The decision here is which pseudopotential set and which plane-wave cutoff to use for the band gap of InP, and whether results from different sets may be compared. For the gap at this fixed crystal geometry, the choice hardly matters: all seven PBE runs agree within 8 meV, about 1% of the gap. For absolute band energies it matters a great deal, because the valence edges of the same runs are spread over 1.3 eV.

ABINIT plane-wave DFT calculations with the PBE functional for InP (F-43m, two-atom cell with 4.144 Å edges, not relaxed), without spin polarisation or spin-orbit coupling. All runs use a 6×6×6 k mesh and Fermi-Dirac smearing of 0.05 eV. The basis column gives the plane-wave cutoff, and gaps are taken between levels on the k mesh.

```
                          potentials    basis  gap (eV)  direct gap (eV)  gap less the median of the rows (eV)
                       Ansatz NC PBE   952 eV   0.70400          0.70400                                -0.005
 PseudoDojo NC SR PBE v0.4 stringent  1007 eV   0.70800          0.70800                                -0.001
                    SPMS NC PBE v1.0   680 eV   0.70900          0.70900                                 0.000
PseudoDojo NC SR PBE v0.4.1 standard   952 eV   0.70900          0.70900                                 0.000
PseudoDojo NC SR PBE v0.4.1 standard   844 eV   0.70900          0.70900                                 0.000
                    SG15 NC PBE v1.2   844 eV   0.71100          0.71100                                 0.002
                    SG15 NC PBE v1.2   952 eV   0.71200          0.71200                                 0.003
```

Both facts follow from what a pseudopotential keeps and what it leaves free. It replaces the nucleus and the inner electrons by a smooth potential. Outside a chosen core radius it must act on the valence electrons as the full atom does. Norm conservation also fixes the charge inside that radius, so that the scattering stays nearly right when an atomic level shifts and broadens into a band. The spacings between the bands depend on this scattering, and good sets therefore give nearly the same gap.

The shape of the potential inside the core remains free, and it affects the zero of energy. An infinite crystal has no vacuum outside it to serve as a reference, so a program fixes the average electrostatic potential by convention. Part of that average comes from the short-range core region, which each set shapes differently. With the average held fixed, a change in the core region is balanced by a constant added to the potential everywhere. This moves every level by the same amount, as a change of datum does to every height on a map. With E_v for the valence edge, E_c for the conduction edge and s for the shift between sets A and B, the simple model is

E_v(B) = E_v(A) + s
E_c(B) = E_c(A) + s
gap = E_c − E_v, the same for A and B

PseudoDojo standard and SG15, both at 952 eV, show how well this works. Their valence edges lie at 4.473 and 5.387 eV, so s = 5.387 − 4.473 = 0.914 eV. Adding s to the PseudoDojo conduction edge predicts 5.183 + 0.914 = 6.097 eV for SG15. The run gives 6.099 eV, so a shift of almost 1 eV leaves an error of only 2 meV in the predicted edge.

The output printed below also gives a straight-line fit of the conduction edge against the valence edge for all seven runs, these two included. Its slope is 1.002 ± 0.002, so the two edges move together. That restates the near-constancy of the gap; the reason for the common shift comes from the theory above.

The small differences that remain seem to come mainly from the potentials. At the common cutoff of 952 eV, Ansatz, PseudoDojo standard and SG15 already span the whole range of the table. Raising the cutoff from 844 to 952 eV, which was done for PseudoDojo standard and SG15, changes the gap by less than 0.5 meV. The total energy falls by about 9 meV per cell in the same step. The total energy collects the basis error of every electron, including the compact In 4d shell, whereas the gap feels mainly the difference between the errors of two smoother states. The other three sets were run at one cutoff each, so some basis error in their gaps cannot be ruled out, even for SPMS, whose gap at only 680 eV lies within 1 meV of the median.

Ansatz departs most from the common gap, and its levels show that more than a shift is at work. Compared with PseudoDojo standard at the same cutoff, and measured from the valence top, its first conduction level lies 5 meV lower but its second lies 7 meV higher. Compared with SG15, both levels lie lower, by 8 and 4 meV. A common displacement of the conduction states, or of the valence top alone, would move both levels by the same amount, and neither comparison shows that. By the usual assignment for InP, the first of these levels is s-like and the second mainly p-like. Small differences between the sets in how they scatter s and p electrons would fit the pattern, but this remains a guess.

The stringent PseudoDojo set shows why total energies from different sets should not be compared. It treats 21 electrons of each In atom explicitly, the standard set 13, and its total energy is lower by about 3600 eV per cell. Its gap differs by only 1 meV. Eight deep electrons add a huge energy of their own but hardly disturb the states at the band edges. Since the two sets also differ in version and cutoff, that 1 meV is the net effect of all these changes.

Close agreement between the sets does not make the gap accurate, because they share the larger errors. The measured gap is roughly 1.4 eV, about twice the computed one, and this shortfall is the well-known underestimate by PBE. Spin-orbit coupling, left out here, would not mend it. It splits the valence top by roughly 0.11 eV and raises its upper part by a third of that, which would lower the gap by about 0.04 eV, several times the spread between the sets. The cell is also not relaxed. All five sets give it a positive pressure of roughly 3 GPa, and raising the cutoff changes that of SG15 by only 0.2 GPa. So PBE would expand the cell, and expansion narrows the direct gap of InP. A cell relaxed with PBE would therefore have a gap still further from the measured one. The close agreement found here is shown for one fixed cell only; cells relaxed with each set could differ more. For a better gap, effort belongs in the level of theory before it goes into a higher cutoff or another of these sets. Where results from different sets must be combined, level spacings at the same geometry can be compared directly, here to about 0.01 eV, but absolute levels first need a common reference.

The analysis program printed:

```
Band edges and gap:
                                   row  valence edge eV  conduction edge eV  gap meV  total energy eV
                         Ansatz NC PBE            4.752               5.456    704.2            -1997
   PseudoDojo NC SR PBE v0.4 stringent            4.964               5.672    708.1            -5616
                      SPMS NC PBE v1.0            4.116               4.825    708.7            -1861
  PseudoDojo NC SR PBE v0.4.1 standard            4.473               5.183    709.4            -1997
  PseudoDojo NC SR PBE v0.4.1 standard            4.474               5.183    709.4            -1997
                      SG15 NC PBE v1.2            5.388               6.099    711.3            -1603
                      SG15 NC PBE v1.2            5.387               6.099    711.8            -1603
fit of cbm on 7 rows: constant 0.6985 +/- 0.01, coefficient of vbm 1.002 +/- 0.0021; rms 0.00211, worst Ansatz NC PBE 0.00472, leave-one-out rms 0.00269
Spread of the absolute valence edge, eV: 1.272
Spread of the gap, meV: 7.607
Spread of the gap as percentage of the mean gap: 1.073
Spread of valence edge over spread of gap: 167.2
Rms miss of one constant gap for all rows, meV: 2.32
Gap at 952 eV, Ansatz less PseudoDojo standard, meV: -5.223
Gap at 952 eV, SG15 less PseudoDojo standard, meV: 2.384
Gap at 952 eV, SG15 less Ansatz, meV: 7.607
Gap change from 844 to 952 eV, PseudoDojo standard, meV: -0.012
Gap change from 844 to 952 eV, SG15, meV: 0.444
Total energy change from 844 to 952 eV, PseudoDojo standard, meV per cell: -9.39
Total energy change from 844 to 952 eV, SG15, meV per cell: -8.49
Gap, PseudoDojo stringent less standard at 952 eV, meV: -1.266
Total energy, PseudoDojo stringent less standard at 952 eV, eV per cell: -3619
Gap, SPMS less PseudoDojo standard at 952 eV, meV: -0.707
Second conduction level above valence top, Ansatz less PseudoDojo standard at 952 eV, meV: 7
Spread of second conduction level above valence top without SPMS, meV: 11
Spread of lowest listed valence level below valence top without SPMS, meV: 3
Lowering of gap by spin-orbit coupling from rough recalled splitting 0.11 eV, meV: 36.67
Rough recalled measured gap 1.4 eV less mean computed gap, eV: 0.691
```
